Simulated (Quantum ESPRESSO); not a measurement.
Tl under changes of volume

One of the cells (28.575 Å³/atom); the others are scaled copies at fixed shape and fractional positions:

```
Tl
1.0
     3.45600    0.00000    0.00000
    -1.72800    2.99298    0.00000
     0.00000    0.00000    5.52500
Tl
2
Direct
  0.66667 0.33333 0.75000
  0.33333 0.66667 0.25000
```

* Program: Quantum ESPRESSO 7.5
* Functional: r2SCAN
* Potentials or basis: SG15 PBE 1.2
* Cutoff: 844 eV
* Density cutoff: 3374 eV
* k mesh: 7 × 7 × 4
* Occupations: fermi-dirac, width 0.05 eV
* Spin: no spin polarisation

```tsv
volume (Å³/atom)	energy over the lowest point (meV/atom)	pressure (GPa)
26.860	19.58	3.3
27.432	9.78	2.2
28.003	3.52	1.3
28.575	0.38	0.5
29.146	0.00	-0.2
29.718	2.01	-0.8
30.289	?	?
```

Problem. What does the run at 30.289 Å³/atom give?

Solution. Energy over the lowest point 6.10 meV/atom; pressure -1.4 GPa.

Worked out: A Birch-Murnaghan fit of order 3 (a polynomial in V^(-2/3)) to the other rows has its minimum at 28.95 Å³/atom with B0 = V·E''(V) = 36 GPa and B' = 5.5 at fixed shape and positions, which overstates the stiffness. It gives 6.15 meV/atom at 30.289 Å³/atom, against the run's 6.10, and -dE/dV = -1.4 GPa, against -1.4.

Energies are extrapolated to zero smearing.

Caveats: the potentials were made for another functional, which shifts forces and pressure.
